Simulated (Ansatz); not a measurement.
Geometry optimisation, DFT PBE, scalar-relativistic, plane waves, PAW (Ansatz 0.2.0).

Input:

```yaml
accuracy: low
crystal:
  lattice:
    - [7.834743, 0.0, 0.0]
    - [0.0, 5.54, 0.0]
    - [0.0, 0.0, 20.793429]
  atoms:
    - { symbol: Be, position: [0.0, 0.0, 0.0480921] }
    - { symbol: Te, position: [0.0, 0.25, 0.1422895] }
    - { symbol: Be, position: [0.75, 0.5, 0.1422895] }
    - { symbol: Te, position: [0.25, 0.75, 0.0480921] }
    - { symbol: Be, position: [0.25, 0.5, 0.1422895] }
    - { symbol: Te, position: [0.75, 0.75, 0.0480921] }
    - { symbol: Be, position: [0.5, 0.0, 0.0480921] }
    - { symbol: Te, position: [0.5, 0.25, 0.1422895] }
    - { symbol: Be, position: [0.5, 0.0, 0.2364868] }
    - { symbol: Te, position: [0.5, 0.25, 0.3306841] }
    - { symbol: Be, position: [0.25, 0.5, 0.3306841] }
    - { symbol: Te, position: [0.75, 0.75, 0.2364868] }
    - { symbol: Be, position: [0.75, 0.5, 0.3306841] }
    - { symbol: Te, position: [0.25, 0.75, 0.2364868] }
    - { symbol: Be, position: [0.0, 0.0, 0.2364868] }
    - { symbol: Te, position: [0.0, 0.25, 0.3306841] }
    - { symbol: Be, position: [0.0, 0.0, 0.4248815] }
    - { symbol: Te, position: [0.0, 0.25, 0.5190788] }
    - { symbol: Be, position: [0.75, 0.5, 0.5190788] }
    - { symbol: Te, position: [0.25, 0.75, 0.4248815] }
    - { symbol: Be, position: [0.25, 0.5, 0.5190788] }
    - { symbol: Te, position: [0.75, 0.75, 0.4248815] }
    - { symbol: Be, position: [0.5, 0.0, 0.4248815] }
    - { symbol: Te, position: [0.5, 0.25, 0.5190788] }
basis:
  ecutwfc: 420.0
kpoints:
  mp_grid: { grid: [2, 2, 1] }
hamiltonian:
  xc: pbe
scf:
  occupations: { method: fermi_dirac, width: 0.05 }
  lower_state_search: "off"
relax:
  f_tol: 0.08
  max_steps: 25
  adjacent_minimum: "off"
  constraints: [{ sites: [0, 3, 5, 6] }]
```

Launched with:

```bash
$ ansatz run input.yaml --threads 4 --pin off --max-ram 10240MiB --backend cpu --events-out ev --progress --plain --runs-dir out
```

Problem. Where does it end, and by what steps?

Solution. It converged. The threshold is loose, so the end isn't yet a minimum. Limits of this set-up: coarse k mesh, thin slab, slab without dipole correction, low accuracy level. After 3 steps the energy has fallen by 1.221 eV; Te18 moved furthest, 0.48 Å.

| step | energy less start (eV) | largest force component (eV/Å) | accepted |
| --- | --- | --- | --- |
| 0 | 0.0000 | 1.332 | yes |
| 1 | -0.8414 | 0.487 | yes |
| 2 | -1.1732 | 0.188 | yes |
| 3 | -1.2208 | 0.062 | yes |

```xyz
24
Lattice="7.8347 0.0000 0.0000 0.0000 5.5400 0.0000 0.0000 0.0000 20.7934" Properties=species:S:1:pos:R:3
Be 0.000 0.000 1.000
Te 0.000 1.512 2.921
Be 5.876 2.912 3.050
Te 1.959 4.155 1.000
Be 1.959 2.912 3.050
Te 5.876 4.155 1.000
Be 3.917 0.000 1.000
Te 3.917 1.512 2.921
Be 3.917 0.132 4.983
Te 3.917 1.492 7.029
Be 1.959 2.908 7.037
Te 5.876 4.273 5.037
Be 5.876 2.908 7.037
Te 1.959 4.273 5.037
Be 0.000 0.132 4.983
Te 0.000 1.492 7.029
Be 0.000 0.175 9.118
Te 0.000 1.388 11.271
Be 5.876 2.515 10.607
Te 1.959 4.294 9.043
Be 1.959 2.515 10.607
Te 5.876 4.294 9.043
Be 3.917 0.175 9.118
Te 3.917 1.388 11.271
```

Run time: 12 s on 4 threads of Intel(R) Xeon(R) 6975P-C (Granite Rapids) (shared host), peak memory 2.4 GiB.
